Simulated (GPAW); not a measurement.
# Ru (P6_3/mmc) in GPAW: further runs

One crystal, Ru, is run at these levels: BLYP+D3, r2SCAN+D3(BJ), RPBE+D3(BJ); tasks: relaxation of cell and atoms.

Program: GPAW 26.7.0. These are calculated values, not measurements. Logs are shortened: lines on timing, memory, paths and dates and some standing lists are left out, and cuts for length are marked. The log counts tension as positive stress, the text compression.

**1. The structure**

The structure is hexagonal, space group P6_3/mmc (No. 194). Conventional cell: a = 2.706 Å, b = 2.706 Å, c = 4.282 Å, α = 90.00°, β = 90.00°, γ = 120.00°. Around Ru (site symmetry -6m2) lie 12 Ru at 2.65 to 2.71 Å.

**2. Relaxation of cell and atoms, BLYP+D3, target pressure 2 GPa, at which the enthalpy is minimised**

Input file run.py:

```python
from ase.calculators.mixing import SumCalculator
from ase.filters import FrechetCellFilter
from ase.io import read, write
from ase.optimize import BFGS
from ase.units import GPa
from dftd3.ase import DFTD3
from gpaw import GPAW, PW, setup_paths

setup_paths.insert(0, '.')

atoms = read('POSCAR')

calc = GPAW(mode=PW(600),
            xc='BLYP',
            kpts={'size': (8, 8, 5), 'gamma': True},
            occupations={'name': 'fermi-dirac', 'width': 0.05},
            nbands=29,
            convergence={'density': 1e-05, 'energy': 1e-05},
            eigensolver='davidson',
            maxiter=150,
            txt='gpaw.txt')
atoms.calc = SumCalculator([calc, DFTD3(method='blyp', damping='d3zero')])
opt = BFGS(FrechetCellFilter(atoms, scalar_pressure=2 * GPa), trajectory='relax.traj', logfile='-')
done = opt.run(fmax=0.02, steps=100)
calc.write('gs.gpw')
write('result.traj', atoms)
print('Converged:', done)
print('Cell:', atoms.cell.cellpar().round(4))
print('Volume:', round(atoms.get_volume(), 4))
print(atoms.get_scaled_positions().round(5))
```

Input file POSCAR:

```
Ru
1.0
    2.7058000000      0.0000000000      0.0000000000
   -1.3529000000      2.3432915376      0.0000000000
    0.0000000000      0.0000000000      4.2819000000
Ru
2
Direct
    0.6666666667      0.3333333333      0.7500000000
    0.3333333333      0.6666666667      0.2500000000
```

Potentials or basis: PAW data sets generated in the run's folder for this functional, pw.

The run is started by

```bash
gpaw-setup -f BLYP Ru
OMP_NUM_THREADS=1 python run.py
```

gpaw.txt:

```text
__  _  _
 | _ |_)|_||  |
 |__||  | ||/\| - 26.7.0

Input parameters:
  mode=PW(ecut=600.0),
  convergence={'density': 1e-05, 'energy': 1e-05},
  eigensolver=Davidson(niter=2),
  kpts=MonkhorstPack(size=(8, 8, 5), gamma=True),
  maxiter=150,
  nbands=29,
  occupations=Occupations(name='fermi-dirac', width=0.05),
  xc=XC(name='BLYP')

Diagonalizing LCAO Hamiltonian
Converting LCAO to pw mode

          Ru

        Ru

Atoms  # Å, Bohr magnetons
|   | symbol |         x |        y |        z |    initial magnetic moments |
|---|--------|-----------|----------|----------|-----------------------------|
| 0 |     Ru |  1.352900 | 0.781097 | 3.211425 | ( 0.0000,  0.0000,  0.0000) |
| 1 |     Ru | -0.000000 | 1.562194 | 1.070475 | ( 0.0000,  0.0000,  0.0000) |

Unit cell  # Å
| periodic |         x |        y |        z |  lengths |     angles |
|----------|-----------|----------|----------|----------|------------|
|      yes |  2.705800 | 0.000000 | 0.000000 | 2.705800 |  90.000000 |
|      yes | -1.352900 | 2.343292 | 0.000000 | 2.705800 |  90.000000 |
|      yes |  0.000000 | 0.000000 | 4.281900 | 4.281900 | 120.000000 |

Number of symmetries: 12
Symmetry operations  # r_c * U_cc + t_c -> r_c
|    | kind |            matrix            |
|----|------|------------------------------|
|  0 |  σ   |  1, 1, 0,  0,-1, 0,  0, 0, 1 |
|  1 |  S6  |  1, 1, 0, -1, 0, 0,  0, 0,-1 |
|  2 |  E   |  1, 0, 0,  0, 1, 0,  0, 0, 1 |
|  3 |  C2  |  1, 0, 0, -1,-1, 0,  0, 0,-1 |
|  4 |  C2  |  0, 1, 0,  1, 0, 0,  0, 0,-1 |
|  5 |  C3  |  0, 1, 0, -1,-1, 0,  0, 0, 1 |
|  6 |  S6  |  0,-1, 0,  1, 1, 0,  0, 0,-1 |
|  7 |  σ   |  0,-1, 0, -1, 0, 0,  0, 0, 1 |
|  8 |  σ   | -1, 0, 0,  1, 1, 0,  0, 0, 1 |
|  9 |  i   | -1, 0, 0,  0,-1, 0,  0, 0,-1 |
| 10 |  C3  | -1,-1, 0,  1, 0, 0,  0, 0, 1 |
| 11 |  C2  | -1,-1, 0,  0, 1, 0,  0, 0,-1 |
[... 99 lines left out ...]
xc functional:
  name: BLYP with 2 nearest neighbor stencil

convergence criteria:
- Maximum integral of absolute [dens]ity change: 1e-05 electrons / valence electron
- Maximum [total energy] change in last 3 cyles: 1e-05 eV / valence electron
- Maximum integral of absolute [eigenst]ate change: 4e-08 eV^2 / valence electron
maximum number of iterations: 150

SCF iterations
|iter     | |      energy | eigst |  dens |
|---------|-|-------------|-------|-------|
|iter:   1| |  -17.703539 | +0.14 |       |
|iter:   2| |  -17.452076 | -1.99 | -1.14 |
|iter:   3| |  -16.467604 | -1.49 | -1.18 |
|iter:   4| |  -16.392950 | -3.02 | -1.81 |
|iter:   5| |  -16.388096 | -3.48 | -2.32 |
|iter:   6| |  -16.388173 | -5.29 | -3.38 |
|iter:   7| |  -16.388186c| -6.37 | -3.78 |
|iter:   8| |  -16.388187c| -7.11 | -4.10 |
|iter:   9| |  -16.388187c| -8.47c| -4.90 |
|iter:  10| |  -16.388187c| -9.92c| -5.41c|

Converged in 10 steps
Energy contributions relative to reference atoms: (reference = -246520.391568)

Energy contributions:
  Kinetic:           8.164194
  Coulomb:         -13.481003
  Zero:             -0.530956
  External:          0.000000
  Xc:              -10.535909
  Entropy:          -0.009027
  Spinorbit:         0.000000
  ----------------------------
  Free energy:     -16.392701
  Extrapolated:    -16.388187

dipole moment: (0.000000, 0.000000, 0.000001)  # |e|*Ang

Fermi level: 13.948
Eigenvalues  # (at kpt = [0.000, 0.000, 0.000])
| band index |      eig [eV] | occ [0-2] |
|------------|---------------|-----------|
|          0 |       -59.131 |     2.000 |
|        ... |               |           |
|          9 |         7.876 |     2.000 |
|         10 |        11.367 |     2.000 |
|         11 |        11.367 |     2.000 |
|         12 |        11.526 |     2.000 |
|         13 |        12.030 |     2.000 |
|         14 |        12.030 |     2.000 |
[... 13 lines left out ...]
No gap
No difference between direct/indirect transitions

Stress tensor  # eV/Ang^3
|         x |         y |         z |
|-----------|-----------|-----------|
| -0.104003 | -0.000000 |  0.000000 |
| -0.000000 | -0.104003 |  0.000000 |
[... 56 lines left out ...]
  Free energy:     -16.378111
  Extrapolated:    -16.373658

dipole moment: (0.000000, 0.000000, 0.000001)  # |e|*Ang

Fermi level: 14.042
Eigenvalues  # (at kpt = [0.000, 0.000, 0.000])
| band index |      eig [eV] | occ [0-2] |
|------------|---------------|-----------|
|          0 |       -59.048 |     2.000 |
|        ... |               |           |
|          9 |         7.931 |     2.000 |
|         10 |        11.440 |     2.000 |
|         11 |        11.440 |     2.000 |
|         12 |        11.609 |     2.000 |
|         13 |        12.110 |     2.000 |
|         14 |        12.110 |     2.000 |
[... 13 lines left out ...]
No gap
No difference between direct/indirect transitions

Stress tensor  # eV/Ang^3
|         x |         y |         z |
|-----------|-----------|-----------|
| -0.113750 | -0.000000 |  0.000000 |
| -0.000000 | -0.113750 | -0.000000 |
|  0.000000 |  0.000000 | -0.110229 |

Forces  # eV/Ang
|       x |        y |        z |
|---------|----------|----------|
| 0.00000 |  0.00000 | -0.00008 |  # Ru   0
| 0.00000 | -0.00000 |  0.00008 |  # Ru   1

Interpolating wave functions to new cell

          Ru

        Ru

Atoms  # Å, Bohr magnetons
|   | symbol |         x |        y |        z |    initial magnetic moments |
|---|--------|-----------|----------|----------|-----------------------------|
| 0 |     Ru |  1.349755 | 0.779281 | 3.198265 | ( 0.0000,  0.0000,  0.0000) |
| 1 |     Ru | -0.000000 | 1.558563 | 1.066090 | ( 0.0000,  0.0000,  0.0000) |

Unit cell  # Å
| periodic |         x |         y |         z |  lengths |     angles |
|----------|-----------|-----------|-----------|----------|------------|
|      yes |  2.699510 | -0.000000 | -0.000000 | 2.699510 |  90.000000 |
|      yes | -1.349755 |  2.337844 | -0.000000 | 2.699510 |  90.000000 |
|      yes | -0.000000 | -0.000000 |  4.264355 | 4.264355 | 120.000000 |

Number of symmetries: 12
Symmetry operations  # r_c * U_cc + t_c -> r_c
|    | kind |            matrix            |
|----|------|------------------------------|
|  0 |  σ   |  1, 1, 0,  0,-1, 0,  0, 0, 1 |
|  1 |  S6  |  1, 1, 0, -1, 0, 0,  0, 0,-1 |
|  2 |  E   |  1, 0, 0,  0, 1, 0,  0, 0, 1 |
|  3 |  C2  |  1, 0, 0, -1,-1, 0,  0, 0,-1 |
|  4 |  C2  |  0, 1, 0,  1, 0, 0,  0, 0,-1 |
|  5 |  C3  |  0, 1, 0, -1,-1, 0,  0, 0, 1 |
|  6 |  S6  |  0,-1, 0,  1, 1, 0,  0, 0,-1 |
|  7 |  σ   |  0,-1, 0, -1, 0, 0,  0, 0, 1 |
|  8 |  σ   | -1, 0, 0,  1, 1, 0,  0, 0, 1 |
|  9 |  i   | -1, 0, 0,  0,-1, 0,  0, 0,-1 |
| 10 |  C3  | -1,-1, 0,  1, 0, 0,  0, 0, 1 |
| 11 |  C2  | -1,-1, 0,  0, 1, 0,  0, 0,-1 |
[... 99 lines left out ...]
xc functional:
  name: BLYP with 2 nearest neighbor stencil

convergence criteria:
- Maximum integral of absolute [dens]ity change: 1e-05 electrons / valence electron
- Maximum [total energy] change in last 3 cyles: 1e-05 eV / valence electron
- Maximum integral of absolute [eigenst]ate change: 4e-08 eV^2 / valence electron
maximum number of iterations: 150

SCF iterations
|iter     | |      energy | eigst |  dens |
|---------|-|-------------|-------|-------|
|iter:   1| |  -16.362418 |       |       |
|iter:   2| |  -16.362167 | -6.05 | -2.65 |
|iter:   3| |  -16.361364 | -4.68 | -2.70 |
|iter:   4| |  -16.361389 | -6.58 | -3.51 |
|iter:   5| |  -16.361408c| -6.54 | -3.80 |
|iter:   6| |  -16.361409c| -8.34c| -4.82 |
|iter:   7| |  -16.361409c| -9.03c| -4.97 |
|iter:   8| |  -16.361409c|-10.11c| -5.65c|

Converged in 8 steps
Energy contributions relative to reference atoms: (reference = -246520.391568)

Energy contributions:
  Kinetic:          10.120260
  Coulomb:         -15.095331
  Zero:             -0.540684
  External:          0.000000
  Xc:              -10.841257
  Entropy:          -0.008792
  Spinorbit:         0.000000
  ----------------------------
  Free energy:     -16.365804
  Extrapolated:    -16.361409

dipole moment: (0.000000, 0.000000, 0.000001)  # |e|*Ang

Fermi level: 14.116
Eigenvalues  # (at kpt = [0.000, 0.000, 0.000])
| band index |      eig [eV] | occ [0-2] |
|------------|---------------|-----------|
|          0 |       -58.984 |     2.000 |
|        ... |               |           |
|          9 |         7.973 |     2.000 |
|         10 |        11.496 |     2.000 |
|         11 |        11.496 |     2.000 |
|         12 |        11.677 |     2.000 |
|         13 |        12.173 |     2.000 |
|         14 |        12.173 |     2.000 |
[... 13 lines left out ...]
No gap
No difference between direct/indirect transitions

Stress tensor  # eV/Ang^3
|         x |         y |         z |
|-----------|-----------|-----------|
| -0.121178 | -0.000000 | -0.000000 |
| -0.000000 | -0.121178 | -0.000000 |
| -0.000000 | -0.000000 | -0.121091 |

Forces  # eV/Ang
|        x |        y |        z |
|----------|----------|----------|
| -0.00000 |  0.00000 |  0.00000 |  # Ru   0
|  0.00000 | -0.00000 | -0.00000 |  # Ru   1

# Writing to gs.gpw (mode='')
```

Wall time 28 s (1 thread of AMD EPYC 7B13 (Zen 3), shared host); peak memory 0.18 GiB.

Results:

* Free energy: -18.5452 eV
* Relaxed volume: 13.46 Å³/atom
* Relaxed cell: a = 2.700 Å, b = 2.700 Å, c = 4.264 Å, α = 90.00°, β = 90.00°, γ = 120.00°
* Space group after relaxing (to 0.05 Å): P6_3/mmc (No. 194)
* Energy change on relaxing (the enthalpy is what falls): +0.6 meV/atom
* Ionic steps: 3
* Pressure after relaxing: 2.1 GPa
* Band gap on the k mesh: none (metal or under the smearing width)
* Dispersion energy per atom: -1.090 eV

Stress tensor (GPa, compression positive):
```
2.16 0.00 0.00
0.00 2.16 0.00
0.00 0.00 1.84
```

The path:
```tsv
step	energy change (eV)	largest force (eV/Å)	pressure (GPa)	volume (Å³)
1	0.0000	0.0000	-0.72	27.15
2	0.0002	0.0001	0.83	27.02
3	0.0013	0.0000	2.05	26.91
```

Final structure:
```xyz
2
Lattice="2.6995 0.0000 0.0000 -1.3498 2.3378 0.0000 0.0000 0.0000 4.2644" Properties=species:S:1:pos:R:3 pbc="T T T"
Ru    1.3498    0.7793    3.1983
Ru    0.0000    1.5586    1.0661
```

Caveat: later steps reuse the first step's grids; pairwise dispersion overbinds metals, which lowers pressure and volume.

**3. Relaxation of cell and atoms, r2SCAN+D3(BJ)**

Input file run.py:

```python
from ase.calculators.mixing import SumCalculator
from ase.filters import FrechetCellFilter
from ase.io import read, write
from ase.optimize import FIRE
from dftd3.ase import DFTD3
from gpaw import GPAW, PW

atoms = read('Ru.cif')

calc = GPAW(mode=PW(600),
            xc='MGGA_X_R2SCAN+MGGA_C_R2SCAN',
            kpts={'size': (8, 8, 5), 'gamma': True},
            occupations={'name': 'fermi-dirac', 'width': 0.05},
            nbands=29,
            convergence={'density': 1e-05, 'energy': 1e-05},
            maxiter=150,
            txt='gpaw.txt')
atoms.calc = SumCalculator([calc, DFTD3(method='r2scan', damping='d3bj')])
opt = FIRE(FrechetCellFilter(atoms), trajectory='relax.traj', logfile='-')
done = opt.run(fmax=0.05, steps=40)
calc.write('gs.gpw')
write('result.traj', atoms)
print('Converged:', done)
print('Cell:', atoms.cell.cellpar().round(4))
print('Volume:', round(atoms.get_volume(), 4))
print(atoms.get_scaled_positions().round(5))
```

Input file Ru.cif:

```cif
data_Ru
_cell_length_a 2.70580000
_cell_length_b 2.70580000
_cell_length_c 4.28190000
_cell_angle_alpha 90.00000000
_cell_angle_beta 90.00000000
_cell_angle_gamma 120.00000000
_space_group_name_H-M_alt 'P1'
_space_group_name_Hall 'P 1'
_space_group_IT_number 1
loop_
_space_group_symop_operation_xyz
'x,y,z'
loop_
_atom_site_label
_atom_site_type_symbol
_atom_site_symmetry_multiplicity
_atom_site_Wyckoff_symbol
_atom_site_fract_x
_atom_site_fract_y
_atom_site_fract_z
_atom_site_occupancy
Ru1 Ru 1 a 0.6666666667 0.3333333333 0.7500000000 1
Ru2 Ru 1 a 0.3333333333 0.6666666667 0.2500000000 1
```

Potentials or basis: GPAW PAW data sets (gpaw-data 1.2.1), pw.

The run is started by

```bash
OMP_NUM_THREADS=1 python run.py
```

Run time: 1.9 min. Hardware: 1 thread of AMD EPYC 7B13 (Zen 3), shared host; peak memory 0.47 GiB.

It converged, with:

```yaml
Free_energy: -43.8300 eV
Relaxed_volume: 13.38 Å³/atom
Relaxed_cell: a = 2.695 Å, b = 2.695 Å, c = 4.257 Å, α = 90.00°, β = 90.00°, γ = 120.00°
Space_group_after_relaxing_to_0.05_Å: P6_3/mmc (No. 194)
Energy_gained_by_relaxing: 2.2 meV/atom
Ionic_steps: 3
Pressure_after_relaxing: 0.4 GPa
Band_gap_on_the_k_mesh: none (metal or under the smearing width)
Dispersion_energy_per_atom: -0.297 eV
```

Stress tensor (GPa, compression positive):
```
0.53 0.00 0.00
0.00 0.53 0.00
0.00 0.00 0.15
```

Step by step:
| step | energy change (eV) | largest force (eV/Å) | pressure (GPa) | volume (Å³) |
| --- | --- | --- | --- | --- |
| 1 | 0.0000 | 0.0001 | -4.30 | 27.15 |
| 2 | -0.0030 | 0.0001 | -2.52 | 27.00 |
| 3 | -0.0043 | 0.0001 | 0.40 | 26.77 |

Final structure:
```yaml
crystal:
  lattice:
    - [2.69465, 0.00000, 0.00000]
    - [-1.34732, 2.33363, 0.00000]
    - [0.00000, 0.00000, 4.25688]
  atoms:
    - { symbol: Ru, position: [0.66667, 0.33333, 0.75000] }
    - { symbol: Ru, position: [0.33333, 0.66667, 0.25000] }
```

Levels at points of the mesh, in eV from the Fermi level:
| k point | band 14 | band 15 | band 16 | band 17 | band 18 | band 19 |
| --- | --- | --- | --- | --- | --- | --- |
| (0.00, 0.00, 0.00) | -2.03 | -2.03 | -1.50 | -1.50 | 1.25 | 1.25 |
| (0.50, 0.50, 0.00) | -1.86 | -1.59 | 1.49 | 1.94 | 2.02 | 4.32 |

Caveat: later steps reuse the first step's grids; the PAW data sets were made with another functional, which shifts forces and pressure a little; pairwise dispersion overbinds metals, which lowers pressure and volume.

**4. Relaxation of cell and atoms, RPBE+D3(BJ)**

Input file run.py:

```python
from ase.calculators.mixing import SumCalculator
from ase.filters import FrechetCellFilter
from ase.io import write
from ase.optimize import FIRE
from ase.spacegroup import crystal
from dftd3.ase import DFTD3
from gpaw import GPAW, PW

# Ru 2c
atoms = crystal(['Ru'],
                basis=[[0.6666666667, 0.3333333333, 0.75]],
                spacegroup=194, setting=1,  # P6_3/mmc
                cellpar=[2.7058, 2.7058, 4.2819, 90.0, 90.0, 120.0],
                primitive_cell=True)

calc = GPAW(mode=PW(600),
            xc='RPBE',
            kpts={'size': (8, 8, 5), 'gamma': True},
            occupations={'name': 'fermi-dirac', 'width': 0.05},
            nbands=29,
            convergence={'density': 1e-05, 'energy': 1e-05},
            maxiter=150,
            txt='gpaw.txt')
atoms.calc = SumCalculator([calc, DFTD3(method='rpbe', damping='d3bj')])
opt = FIRE(FrechetCellFilter(atoms), trajectory='relax.traj', logfile='-')
done = opt.run(fmax=0.02, steps=60)
calc.write('gs.gpw')
write('result.traj', atoms)
print('Converged:', done)
print('Cell:', atoms.cell.cellpar().round(4))
print('Volume:', round(atoms.get_volume(), 4))
print(atoms.get_scaled_positions().round(5))
```

Potentials or basis: the program's PAW data sets (release 1.2.1) made for this functional, pw.

The run is started by

```bash
OMP_NUM_THREADS=1 python run.py
```

Run time: 84 s. Hardware: 1 thread of AMD EPYC 7B13 (Zen 3), shared host; peak memory 0.2 GiB.

The run converged. Its results:

| Item | Value |
| --- | --- |
| Free energy | -24.7607 eV |
| Relaxed volume | 12.34 Å³/atom |
| Relaxed cell | a = 2.618 Å, b = 2.618 Å, c = 4.157 Å, α = 90.00°, β = 90.00°, γ = 120.00° |
| Space group after relaxing (to 0.05 Å) | P6_3/mmc (No. 194) |
| Energy gained by relaxing | 138.1 meV/atom |
| Ionic steps | 13 |
| Pressure after relaxing | -0.1 GPa |
| Band gap on the k mesh | none (metal or under the smearing width) |
| Dispersion energy per atom | -3.766 eV |

Stress tensor (GPa, compression positive):
```
-0.22  0.00  0.00
 0.00 -0.22  0.00
 0.00  0.00  0.18
```

The path:
```
step  energy change (eV)  largest force (eV/Å)  pressure (GPa)  volume (Å³)
   1              0.0000                0.0001          -33.09        27.15
   2             -0.1868                0.0001          -20.42        26.03
   3             -0.2697                0.0001            5.81        24.35
   4             -0.2712                0.0001            5.07        24.39
   5             -0.2734                0.0001            3.67        24.46
   6             -0.2753                0.0001            1.83        24.56
   7             -0.2762                0.0001           -0.20        24.68
   8             -0.2762                0.0000           -0.20        24.68
   9             -0.2762                0.0000           -0.18        24.68
  10             -0.2762                0.0000           -0.17        24.68
  11             -0.2762                0.0000           -0.14        24.68
  12             -0.2762                0.0000           -0.12        24.67
  13             -0.2762                0.0000           -0.09        24.67
```

Final structure:
```yaml
crystal:
  lattice:
    - [2.61797, 0.00000, 0.00000]
    - [-1.30898, 2.26723, 0.00000]
    - [0.00000, 0.00000, 4.15665]
  atoms:
    - { symbol: Ru, position: [0.66667, 0.33333, 0.75000] }
    - { symbol: Ru, position: [0.33333, 0.66667, 0.25000] }
```

Levels at points of the mesh, in eV from the Fermi level:
```tsv
k point	band 14	band 15	band 16	band 17	band 18	band 19
(0.00, 0.00, 0.00)	-2.21	-2.21	-1.58	-1.58	1.33	1.33
(0.50, 0.50, 0.00)	-1.90	-1.73	1.68	2.16	2.20	4.64
```

Caveat: later steps reuse the first step's grids; pairwise dispersion overbinds metals, which lowers pressure and volume.

**5. Summary**

| level | potentials or basis | cell | eigensolver | optimizer | fmax | max steps | target pressure | gap on the mesh (eV) | pressure (GPa) | relaxed volume (Å³/atom) |
| --- | --- | --- | --- | --- | --- | --- | --- | --- | --- | --- |
| BLYP+D3 | PAW data sets generated in the run's folder for this functional, pw | relaxed to 2 GPa | davidson | BFGS | 0.02 eV/Å | 100 | 2 GPa | none | 2.1 | - |
| r2SCAN+D3(BJ) | GPAW PAW data sets (gpaw-data 1.2.1), pw | relaxed | - | FIRE | 0.05 eV/Å | 40 | - | none | 0.4 | 13.38 |
| RPBE+D3(BJ) | the program's PAW data sets (release 1.2.1) made for this functional, pw | relaxed | - | FIRE | 0.02 eV/Å | 60 | - | none | -0.1 | 12.34 |

Alike in all rows: task relaxation of cell and atoms; no spin polarisation; k mesh 8 × 8 × 5; cutoff (eV) 600; smearing fermi-dirac 0.05 eV.

Caveats: later steps reuse the first step's grids; pairwise dispersion overbinds metals, which lowers pressure and volume; the PAW data sets were made with another functional, which shifts forces and pressure a little (some runs).

Total energies depend on the potentials used, so only differences within one code and one set of settings carry meaning.
